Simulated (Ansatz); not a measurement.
# Ir (sc type): how the settings move a single-point run

How sensitive is a single-point run of Ir (sc type) to its settings? A reference run comes first, then one run with altered input.

Computed with Ansatz 0.2.0 (reference: DFT, PBEsol, all-electron LAPW, scalar-relativistic, unless a step's input says otherwise).

1 further run of the same task is left out (it didn't finish). Runs told in other sessions of the task aren't counted.

**1. Starting point**

It takes space group Pm-3m (No. 221, cubic). The conventional cell has a = 2.407 Å, b = 2.407 Å, c = 2.407 Å, α = 90.00°, β = 90.00°, γ = 90.00°. Ir (site symmetry m-3m) is surrounded by 6 Ir at 2.41 Å.

Coordinates:

```cif
data_structure
_symmetry_space_group_name_H-M 'P 1'
_symmetry_Int_Tables_number 1
_cell_length_a 2.4066
_cell_length_b 2.4066
_cell_length_c 2.4066
_cell_angle_alpha 90.000
_cell_angle_beta 90.000
_cell_angle_gamma 90.000
_cell_volume 13.94
loop_
_atom_site_label
_atom_site_type_symbol
_atom_site_fract_x
_atom_site_fract_y
_atom_site_fract_z
_atom_site_occupancy
Ir1 Ir 0.00000 0.00000 0.00000 1
```

**2. Reference**

Contents of input.yaml:

```yaml
crystal:
  lattice:
    - [2.4065954278, 0.0, 0.0]
    - [0.0, 2.4065954278, 0.0]
    - [0.0, 0.0, 2.4065954278]
  atoms:
    - { symbol: Ir, position: [0.0, 0.0, 0.0] }
kpoints:
  mp_grid: { grid: [17, 17, 17] }
scf:
  occupations: { method: fermi_dirac, width: 0.05 }
hamiltonian:
  xc: pbesol
  pseudopotentials: { kind: all_electron, lapw: { basis_error: 0.001 } }
output:
  forces: true
  stress: true
  eigenvalues: true
  populations: true
```

Run with:

```bash
$ ansatz run input.yaml --threads 1 --pin off --max-ram 2048MiB --backend cpu --events-out ev --progress --plain --runs-dir out
```

**3. Changed: xc revpbe, xc_grid 4**

Edit input.yaml of step 2 so:

```diff
@@ -12,3 +12,3 @@
 hamiltonian:
-  xc: pbesol
+  xc: revpbe
   pseudopotentials: { kind: all_electron, lapw: { basis_error: 0.001 } }
@@ -19 +19,3 @@
   populations: true
+basis:
+  xc_grid: 4
```

What does the calculation give? Wanted: for each run, ending; energy change; pressure; gap; force.

**Answer**, as computed:

| run | ending | energy change | pressure (GPa) | gap (eV) | force (eV/Å) | cycles | time |
| --- | --- | --- | --- | --- | --- | --- | --- |
| reference | converged | - | 66.6 | 0.00 | 0.00 | 6 | 39 s |
| 1: xc revpbe, xc_grid 4 | converged | not comparable | 82.0 | 0.00 | 0.00 | 6 | 38 s |

Residual by cycle in the longest SCF loop of each run; runs are numbered as in the table. The quantity is the density residual dr2, in eV.

| cycle | reference | run 1 |
| --- | --- | --- |
| 1 | 0.0163 | 0.0163 |
| 2 | 4.9e-4 | 6.0e-4 |
| 3 | 1.8e-4 | 1.8e-4 |
| 4 | 1.7e-5 | 1.8e-5 |
| 5 | 6.2e-7 | 8.0e-7 |
| 6 | 3.2e-9 | 6.4e-9 |

**Reading.** Total energies don't compare across a change of functional; the pressure goes from 66.6 to 82.0 GPa. The numerical grids changed too. The structure is not at rest: the sound run finds 67 GPa, so these are no properties of the relaxed crystal. 
